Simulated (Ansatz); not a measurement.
**Σ5 (310) boundary in bcc Mo with Al (substitutional): structure and resistance**

Wanted: what the Σ5 (310) boundary in bcc Mo with Al (substitutional) costs an interconnect.

Method: Ansatz plane-wave DFT, PBE, PAW files; relaxation of a bicrystal slab with its lowest layers held; PAW set soft_1, in the first sound run; inputs show where later runs differ, in Ansatz 0.2.0.

### 1. The starting structure

The cell holds 20 atoms: 19 Mo and 1 Al. Its edges and angles: a = 5.219 Å, b = 3.147 Å, c = 30.308 Å, α = 90.0°, β = 90.0°, γ = 72.5°. It derives from Mo. built on the (3 1 0) plane; 1 overlapping atoms removed and the grains opened by 0.4 Å. Vacuum lies along c.

### 2. Relaxing the bicrystal

The boundary is built by mirroring the lower grain in the boundary plane and removing any atoms that overlap; then the Al is put in at the boundary. A thin bicrystal slab is relaxed first, with the lowest layers held and the upper grain free to shift and open.

Contents of input.yaml:

```yaml
crystal:
  lattice:
    - [5.2187091076, 0.0, 0.0]
    - [0.9488562014, 3.0005467684, 0.0]
    - [0.0, 0.0, 30.3082068143]
  atoms:
    - { symbol: Mo, position: [0.7999999999, 0.6000000001, 0.1649718187] }
    - { symbol: Mo, position: [0.1999999999, 0.9, 0.1978067794] }
    - { symbol: Mo, position: [0.5999999999, 0.2, 0.2306417401] }
    - { symbol: Mo, position: [1.0, 0.5, 0.2634767008] }
    - { symbol: Mo, position: [0.4, 0.8, 0.2963116615] }
    - { symbol: Mo, position: [0.8, 0.1, 0.3291466222] }
    - { symbol: Mo, position: [0.2, 0.4, 0.3619815829] }
    - { symbol: Mo, position: [0.6, 0.7, 0.3948165436] }
    - { symbol: Al, position: [0.0, 0.0, 0.4276515043] }
    - { symbol: Mo, position: [0.6, 0.7, 0.4736842105] }
    - { symbol: Mo, position: [0.2, 0.4, 0.5065191712] }
    - { symbol: Mo, position: [0.8, 0.1, 0.5393541319] }
    - { symbol: Mo, position: [0.4, 0.8, 0.5721890926] }
    - { symbol: Mo, position: [1.0, 0.5, 0.6050240533] }
    - { symbol: Mo, position: [0.5999999999, 0.2, 0.637859014] }
    - { symbol: Mo, position: [0.1999999999, 0.9, 0.6706939747] }
    - { symbol: Mo, position: [0.7999999999, 0.6000000001, 0.7035289354] }
    - { symbol: Mo, position: [0.3999999999, 0.3000000001, 0.7363638961] }
    - { symbol: Mo, position: [0.9999999999, 1.0e-10, 0.7691988568] }
    - { symbol: Mo, position: [0.5999999999, 0.7000000001, 0.8020338175] }
kpoints:
  mp_grid: { grid: [8, 8, 1] }
hamiltonian:
  xc: pbe
  pseudopotentials: { kind: paw, azcp: { folder: soft_1 } }
scf:
  occupations: { method: fermi_dirac, width: 0.1 }
relax:
  f_tol: 0.03
  max_steps: 80
  constraints: [{ sites: [0, 1, 2, 3] }]
```

The run is started by

```console
> ansatz run input.yaml --threads 4 --pin off --max-ram 15360MiB --backend cpu --events-out ev --progress --plain --runs-dir out
```

Numbers of over 12 decimals in the logs are rounded to 6 here.

Log:

```text
Engine: ansatz 0.2.0, aarch64-unknown-linux-gnu
Pseudopotentials: kind: paw
Pseudopotential: Mo, paw, valence charge 14, recommended cutoff 420 eV (normal), soft_1/Mo.paw.azcp
Pseudopotential: Al, paw, valence charge 3, recommended cutoff 420 eV (normal), soft_1/Al.paw.azcp
Functional definition: PBE
  parameter kappa = 0.804
  parameter beta = 0.066725
  exchange = pbe_x(kappa = kappa, mu = beta*pi^2/3)
  correlation = pbe_c(beta = beta)
Crystal: 20 atoms, lattice volume = 474.596 Å³
Basis set: ecut = 420 eV, 9333 PW (Γ), exchange–correlation on 72×48×432 points (8 copies of the dense FFT grid, shifted against one another)
Bands: 162, of which v1, the nominal top of the filled ones, is band 135 counted from 1 (134 counted from 0)
Symmetry: 2 space group operations
Space group: Cm (ITA 8), of the structure as read, at distance tolerance 7.8e-5 Å
k-points: 21 of 64 (time reversal used)
Non-local potential: Mo, projectors of the file, l = 0: 3, l = 1: 2, l = 2: 2, l = 3: 1
Non-local potential: Al, projectors of the file, l = 0: 2, l = 1: 2, l = 2: 1
PAW form: soft (Blöchl's): semilocal exchange-correlation on the pseudo side does not see the compensation charge
PAW one-centre angular grid: Mo, 590 points (default); XC on 64 Gauss nodes
PAW one-centre angular grid: Al, 110 points (default); XC on 64 Gauss nodes
Initial density: superposition of atomic densities (neutral atoms: chi_scale 0, normalization atom)
Initial wavefunctions: pseudopotential atomic-orbital guess
Functional: x = pbe(κ = 0.804, μ = 0.219515), c = pbe(β = 0.066725)
SCF iter   1: F=—  HF=-94710.643237 eV  |F-HF|=—  |Δ(HF+E_count)|=         —  Δρ=8.80e-2  dr2=2.73e2  ethr=3.10e-3  ⟨swp⟩=8.3  Hψ=15090  notcnv=0
preconditioner: auto → LDOS  [metal: Δε(μ)=0.006 eV  Ē_g=4.465 eV  σ=0.100 eV  W_gap=0.01  n_scr=116 (ndim 8)  ℏωp=18.4 eV  f_vac=0.274  D(μ)=13.37/eV (n_scr^D=94)  β→1.0]
SCF iter   2: F=—  HF=-94706.887763 eV  |F-HF|=—  |Δ(HF+E_count)|=    3.76e0  Δρ=8.26e-2  dr2=4.31e2  ethr=3.10e-3  ⟨swp⟩=6.7  Hψ=10760  notcnv=0  defer=3
SCF iter   3: F=—  HF=-94695.111153 eV  |F-HF|=—  |Δ(HF+E_count)|=    1.18e1  Δρ=1.45e-2  dr2=6.97e0  ethr=3.10e-3  ⟨swp⟩=4.8  Hψ=8645  notcnv=0  defer=1
SCF iter   4: F=—  HF=-94694.888356 eV  |F-HF|=—  |Δ(HF+E_count)|=   2.23e-1  Δρ=4.38e-3  dr2=1.40e-1  ethr=2.59e-3  ⟨swp⟩=2.0  Hψ=4235  notcnv=0
SCF iter   5: F=—  HF=-94694.859054 eV  |F-HF|=—  |Δ(HF+E_count)|=   2.93e-2  Δρ=1.65e-3  dr2=9.80e-2  ethr=5.21e-5  ⟨swp⟩=3.9  Hψ=8039  notcnv=0
SCF iter   6: F=—  HF=-94694.858697 eV  |F-HF|=—  |Δ(HF+E_count)|=   3.56e-4  Δρ=7.92e-4  dr2=2.24e-2  ethr=3.64e-5  ⟨swp⟩=1.2  Hψ=3507  notcnv=0
SCF iter   7: F=—  HF=-94694.859268 eV  |F-HF|=—  |Δ(HF+E_count)|=   5.71e-4  Δρ=2.10e-4  dr2=3.58e-4  ethr=8.34e-6  ⟨swp⟩=1.2  Hψ=3469  notcnv=0
SCF iter   8: F=—  HF=-94694.859359 eV  |F-HF|=—  |Δ(HF+E_count)|=   9.03e-5  Δρ=9.12e-5  dr2=2.51e-4  ethr=1.33e-7  ⟨swp⟩=3.1  Hψ=6605  notcnv=0
SCF iter   9: F=—  HF=-94694.859351 eV  |F-HF|=—  |Δ(HF+E_count)|=   7.57e-6  Δρ=3.54e-5  dr2=3.53e-5  ethr=9.32e-8  ⟨swp⟩=2.0  Hψ=4394  notcnv=0
SCF iter  10: F=-94694.859348 eV  HF=-94694.859350 eV  |F-HF|=1.84e-6  |Δ(HF+E_count)|=   1.43e-6  Δρ=1.20e-5  dr2=3.33e-6  ethr=8.36e-9  ⟨swp⟩=4.7  Hψ=10154  notcnv=0
SCF 1 converged in 10 iterations: F = -94694.859348 eV  dr2 = 3.33e-6
  greatest PAW one-centre occupation: 0.999 electrons in one spin orbital (limit 2), on the Mo atom at site 17 (counted from 0), in its partial waves of l = 0
relax step   1: F+E_penalty+E_count = -94694.85934788 eV  Δ(F+E_penalty+E_count) = +0.000e0 eV  max|allowed force component| = 1.808e0 eV/Å  Δτ_max = 0.0000 Å  (10 SCF iters, dr2 threshold 2.25e-5 eV, accepted)
Initial density: handed on by an earlier stage of this run
Initial wavefunctions: those handed on with the density
iter 1 solved again at ethr=6.36e-4 eV; its pass at ethr=3.10e-3 eV (dr2=1.71e0 eV) is discarded
SCF iter   1: F=—  HF=-94695.364499 eV  |F-HF|=—  |Δ(HF+E_count)|=         —  Δρ=1.10e-2  dr2=1.97e0  ethr=6.36e-4  ⟨swp⟩=2.6  Hψ=11549  notcnv=0  defer=1
eigensolver tolerance schedule calibrated: the retry pair's looser diagonalisation under-reported the residual by θ = 0.13 (0.19/decade); ethr = c·dr2/N_el runs at the constant in force after the calibration composes with the one it found (an armed cap, an earlier calibration), c = 2.8e-2
preconditioner: auto → LDOS  [metal: Δε(μ)=0.002 eV  Ē_g=3.936 eV  σ=0.100 eV  W_gap=0.01  n_scr=116 (ndim 8)  ℏωp=18.4 eV  f_vac=0.281  D(μ)=15.36/eV (n_scr^D=104)  β→1.0]
SCF iter   2: F=—  HF=-94695.305748 eV  |F-HF|=—  |Δ(HF+E_count)|=   5.88e-2  Δρ=5.23e-3  dr2=3.62e-1  ethr=2.06e-4  ⟨swp⟩=4.8  Hψ=6374  notcnv=0  defer=2
SCF iter   3: F=—  HF=-94695.267387 eV  |F-HF|=—  |Δ(HF+E_count)|=   3.84e-2  Δρ=1.75e-3  dr2=3.73e-2  ethr=3.79e-5  ⟨swp⟩=3.0  Hψ=7546  notcnv=0
SCF iter   4: F=—  HF=-94695.262402 eV  |F-HF|=—  |Δ(HF+E_count)|=   4.98e-3  Δρ=3.37e-4  dr2=1.19e-3  ethr=3.91e-6  ⟨swp⟩=3.1  Hψ=6900  notcnv=0
SCF iter   5: F=—  HF=-94695.262415 eV  |F-HF|=—  |Δ(HF+E_count)|=   1.21e-5  Δρ=1.11e-4  dr2=1.14e-4  ethr=1.24e-7  ⟨swp⟩=2.9  Hψ=6702  notcnv=0
SCF iter   6: F=-94695.262461 eV  HF=-94695.262461 eV  |F-HF|=3.08e-7  |Δ(HF+E_count)|=   4.65e-5  Δρ=4.66e-5  dr2=1.89e-5  ethr=1.05e-8  ⟨swp⟩=2.0  Hψ=13505  notcnv=0
SCF 2 converged in 6 iterations: F = -94695.262461 eV  dr2 = 1.89e-5
  greatest PAW one-centre occupation: 0.999 electrons in one spin orbital (limit 2), on the Mo atom at site 2 (counted from 0), in its partial waves of l = 0
relax step   2: F+E_penalty+E_count = -94695.26246081 eV  Δ(F+E_penalty+E_count) = -4.031e-1 eV  max|allowed force component| = 7.240e-1 eV/Å  Δτ_max = 0.1949 Å  (6 SCF iters, dr2 threshold 1.00e-4 eV, accepted)
iter 1 solved again at ethr=2.02e-3 eV; its pass at ethr=3.10e-3 eV (dr2=5.44e0 eV) is discarded
SCF iter   1: F=—  HF=-94695.459278 eV  |F-HF|=—  |Δ(HF+E_count)|=         —  Δρ=1.25e-2  dr2=5.16e0  ethr=2.02e-3  ⟨swp⟩=1.0  Hψ=11444  notcnv=0
preconditioner: auto → LDOS  [metal: Δε(μ)=0.023 eV  Ē_g=3.963 eV  σ=0.100 eV  W_gap=0.06  n_scr=116 (ndim 8)  ℏωp=18.4 eV  f_vac=0.284  D(μ)=15.13/eV (n_scr^D=104)  β→1.0]
SCF iter   2: F=—  HF=-94695.350276 eV  |F-HF|=—  |Δ(HF+E_count)|=   1.09e-1  Δρ=4.04e-3  dr2=1.11e-1  ethr=1.92e-3  ⟨swp⟩=2.9  Hψ=3989  notcnv=0
SCF iter   3: F=—  HF=-94695.327516 eV  |F-HF|=—  |Δ(HF+E_count)|=   2.28e-2  Δρ=1.87e-3  dr2=3.37e-2  ethr=4.13e-5  ⟨swp⟩=3.0  Hψ=7167  notcnv=0
SCF iter   4: F=—  HF=-94695.320320 eV  |F-HF|=—  |Δ(HF+E_count)|=   7.20e-3  Δρ=3.55e-4  dr2=1.39e-3  ethr=1.25e-5  ⟨swp⟩=2.0  Hψ=5919  notcnv=0
SCF iter   5: F=—  HF=-94695.320833 eV  |F-HF|=—  |Δ(HF+E_count)|=   5.13e-4  Δρ=1.27e-4  dr2=1.12e-4  ethr=5.18e-7  ⟨swp⟩=3.0  Hψ=6567  notcnv=0
SCF iter   6: F=-94695.320860 eV  HF=-94695.320865 eV  |F-HF|=4.86e-6  |Δ(HF+E_count)|=   3.25e-5  Δρ=4.00e-5  dr2=1.52e-5  ethr=1.22e-8  ⟨swp⟩=3.0  Hψ=13557  notcnv=0
SCF 3 converged in 6 iterations: F = -94695.320860 eV  dr2 = 1.52e-5
  greatest PAW one-centre occupation: 0.999 electrons in one spin orbital (limit 2), on the Mo atom at site 12 (counted from 0), in its partial waves of l = 0
relax step   3: F+E_penalty+E_count = -94695.32086022 eV  Δ(F+E_penalty+E_count) = -5.840e-2 eV  max|allowed force component| = 1.633e-1 eV/Å  Δτ_max = 0.1590 Å  (6 SCF iters, dr2 threshold 3.28e-5 eV, accepted)
[...]
relax step   4: F+E_penalty+E_count = -94695.33463093 eV  Δ(F+E_penalty+E_count) = -1.377e-2 eV  max|allowed force component| = 1.461e-1 eV/Å  Δτ_max = 0.0455 Å  (7 SCF iters, dr2 threshold 1.67e-6 eV, accepted)
[...]
relax step   5: F+E_penalty+E_count = -94695.33680853 eV  Δ(F+E_penalty+E_count) = -2.178e-3 eV  max|allowed force component| = 1.120e-1 eV/Å  Δτ_max = 0.0149 Å  (5 SCF iters, dr2 threshold 1.33e-6 eV, accepted)
[...]
relax step   6: F+E_penalty+E_count = -94695.33899234 eV  Δ(F+E_penalty+E_count) = -2.184e-3 eV  max|allowed force component| = 4.210e-2 eV/Å  Δτ_max = 0.0319 Å  (5 SCF iters, dr2 threshold 7.38e-6 eV, accepted)
[...]
relax step   7: F+E_penalty+E_count = -94695.33953801 eV  Δ(F+E_penalty+E_count) = -5.457e-4 eV  max|allowed force component| = 3.116e-2 eV/Å  Δτ_max = 0.0149 Å  (7 SCF iters, accepted)
SCF iter   1: F=—  HF=-94695.339102 eV  |F-HF|=—  |Δ(HF+E_count)|=         —  Δρ=5.57e-4  dr2=1.26e-3  ethr=4.75e-6  ⟨swp⟩=2.2  Hψ=5622  notcnv=0
preconditioner: auto → LDOS  [metal: Δε(μ)=0.009 eV  Ē_g=3.948 eV  σ=0.100 eV  W_gap=0.02  n_scr=116 (ndim 8)  ℏωp=18.4 eV  f_vac=0.283  D(μ)=14.97/eV (n_scr^D=104)  β→1.0]
SCF iter   2: F=—  HF=-94695.338986 eV  |F-HF|=—  |Δ(HF+E_count)|=   1.16e-4  Δρ=2.17e-4  dr2=2.89e-4  ethr=4.69e-7  ⟨swp⟩=2.0  Hψ=6449  notcnv=0
SCF iter   3: F=—  HF=-94695.338913 eV  |F-HF|=—  |Δ(HF+E_count)|=   7.27e-5  Δρ=6.51e-5  dr2=3.55e-5  ethr=1.07e-7  ⟨swp⟩=2.0  Hψ=6025  notcnv=0
SCF iter   4: F=—  HF=-94695.339682 eV  |F-HF|=—  |Δ(HF+E_count)|=   7.68e-4  Δρ=1.55e-5  dr2=1.56e-6  ethr=1.32e-8  ⟨swp⟩=3.6  Hψ=7085  notcnv=0
SCF iter   5: F=-94695.339681 eV  HF=-94695.339681 eV  |F-HF|=6.59e-8  |Δ(HF+E_count)|=   3.66e-7  Δρ=3.83e-6  dr2=6.19e-8  ethr=3.72e-11  ⟨swp⟩=3.8  Hψ=15597  notcnv=0
SCF 8 converged in 5 iterations: F = -94695.339681 eV  dr2 = 6.19e-8
relax step   8: F+E_penalty+E_count = -94695.33968147 eV  Δ(F+E_penalty+E_count) = -1.435e-4 eV  max|allowed force component| = 1.786e-2 eV/Å  Δτ_max = 0.0051 Å  (5 SCF iters, accepted)
SCF converged after 5 iterations
Free energy (F): -94695.339681 eV
Harris-Foulkes:  -94695.339681 eV  (|F-HF|=6.59e-8)
Internal energy: -94694.834047 eV  (E = F + TS)
E sigma→0 (E₀):  -94695.086864 eV
Entropy (-TS):   -0.505634 eV (-25.282 meV/atom)
Fermi energy:    12.153785 eV
--- Per-component energies (eV) ---
  E_band       = -3353.866764
  E_kinetic    = 8034.864205
  E_local      = -228011.500885  (includes V_loc(G=0)·N_el)
  E_nonlocal   = 2836.622414
  E_hartree    = 110510.710682
  E_xc         = -3377.198829
  E_vxc        = -4191.622841  (∫ρ·V_xc dr)
  E_paw        = -61497.169775  (= ΣΔE_a)
  E_vpaw       = -3043.618186  (= ΣTr[D̂ρ^β])
  E_aug_tail   = 0.000933  (compensation charges beyond the density's cutoff)
  E_ewald      = 76808.837207
  E_smearing   = -0.505634  (= −TS)
  E_closure    = 0.000000  (closes the sum)
  Σ components = -94695.339681   (vs F -94695.339681, Δ=0.00e0)
--- Forces (eV/Å), atoms counted from 1 ---
  atom   1  Mo     0.32127308    -0.10159547     1.71131734
  atom   2  Mo    -0.47824847     0.15123545    -0.27427327
  atom   3  Mo     0.15684324    -0.04959819    -0.84083540
  atom   4  Mo    -0.00929989     0.00294088    -0.59815408
  atom   5  Mo    -0.00218371     0.00069055     0.00005446
  atom   6  Mo     0.00728391    -0.00230337     0.00509050
  atom   7  Mo    -0.00636547     0.00201294    -0.01477637
  atom   8  Mo     0.00253704    -0.00080228     0.01114948
  atom   9  Al    -0.00243767     0.00077086     0.00899239
  atom  10  Mo     0.00630531    -0.00199391    -0.00871503
  atom  11  Mo    -0.01031975     0.00326339     0.00091727
  atom  12  Mo     0.00227647    -0.00071988     0.01103755
  atom  13  Mo     0.00918791    -0.00290547    -0.01014179
  atom  14  Mo    -0.00362534     0.00114643    -0.00365507
  atom  15  Mo    -0.00139504     0.00044115    -0.00197185
  atom  16  Mo     0.01100573    -0.00348032    -0.00139567
  atom  17  Mo     0.00108549    -0.00034326    -0.01552951
  atom  18  Mo    -0.01415837     0.00447727    -0.00565530
  atom  19  Mo     0.00170674    -0.00053972     0.00861558
  atom  20  Mo     0.00847011    -0.00267848     0.01786154
  max |Σ_I F_I| component: 6.73e-5 eV/Å
--- Relaxed structure (8 steps of the walk, 8 accepted, 0 SCFs on fresh bases) ---
  F+E_penalty+E_count = -94695.33968147 eV   max|allowed force component| = 1.786e-2 eV/Å
  atoms:
    - { symbol: Mo, position: [0.7999999999, 0.600000, 0.1649718187] }
    - { symbol: Mo, position: [0.1999999999, 0.900000, 0.1978067794] }
    - { symbol: Mo, position: [0.5999999999, 0.200000, 0.2306417401] }
    - { symbol: Mo, position: [1.0, 0.5, 0.2634767008] }
    - { symbol: Mo, position: [0.400764, 0.799618, 0.296188] }
    - { symbol: Mo, position: [0.801593, 0.099204, 0.330628] }
    - { symbol: Mo, position: [0.195508, 0.402246, 0.361203] }
    - { symbol: Mo, position: [0.593345, 0.703328, 0.392835] }
    - { symbol: Al, position: [0.015453, -0.00772665, 0.433001] }
    - { symbol: Mo, position: [0.605865, 0.697067, 0.474443] }
    - { symbol: Mo, position: [0.207989, 0.396006, 0.504999] }
    - { symbol: Mo, position: [0.814854, 0.092573, 0.535931] }
    - { symbol: Mo, position: [0.410280, 0.794860, 0.570378] }
    - { symbol: Mo, position: [1.011984, 0.494008, 0.603378] }
    - { symbol: Mo, position: [0.615143, 0.192428, 0.635483] }
    - { symbol: Mo, position: [0.217536, 0.891232, 0.669102] }
    - { symbol: Mo, position: [0.816081, 0.591960, 0.701708] }
    - { symbol: Mo, position: [0.413055, 0.293472, 0.736025] }
    - { symbol: Mo, position: [1.003691, -0.00184534, 0.768098] }
    - { symbol: Mo, position: [0.629531, 0.685235, 0.794377] }
```

Wall time 5.3 min (4 threads of Arm Neoverse V2, shared host); peak memory 2.3 GiB; 21 min of CPU time.

Step by step:

| step | energy less that of the first step (eV) | largest force component (eV/Å) |
| --- | --- | --- |
| 1 | 0.0000 | 1.8081 |
| 2 | -0.4031 | 0.7240 |
| 3 | -0.4615 | 0.1633 |
| 4 | -0.4753 | 0.1461 |
| 5 | -0.4775 | 0.1120 |
| 6 | -0.4796 | 0.0421 |
| 7 | -0.4802 | 0.0312 |
| 8 | -0.4803 | 0.0179 |

Forces are held to the 2 operations that the run works with; a distortion that breaks them can't arise in this run.

The atoms that moved most (Å):

| atom | dx | dy | dz | length |
| --- | --- | --- | --- | --- |
| Mo20 | 0.140 | -0.044 | -0.232 | 0.275 |
| Al9 | 0.073 | -0.023 | 0.162 | 0.179 |
| Mo12 | 0.070 | -0.022 | -0.104 | 0.127 |
| Mo15 | 0.072 | -0.023 | -0.072 | 0.104 |
| Mo16 | 0.083 | -0.026 | -0.048 | 0.100 |
| Mo17 | 0.076 | -0.024 | -0.055 | 0.097 |
| Mo14 | 0.057 | -0.018 | -0.050 | 0.078 |
| Mo13 | 0.049 | -0.015 | -0.055 | 0.075 |

This step gave:

```
free energy             : -94695.3397 eV
energy at zero smearing : -94695.0869 eV
Fermi energy            : 12.15 eV
```

The largest force component on a free atom ends at 0.018 eV/Å, under the tolerance of 0.03, after 8 steps.

[end of part 1 of 2]

[Logs are printed without paths, hosts, clocks, repeated set-up lines and the standing remarks that a program may print on its own settings, such as how far it seeks lower states.]

[Hosts, paths, dates, database ids (printed as entryN), source tags and the programs' standing remarks are cut or masked in the printed files.]
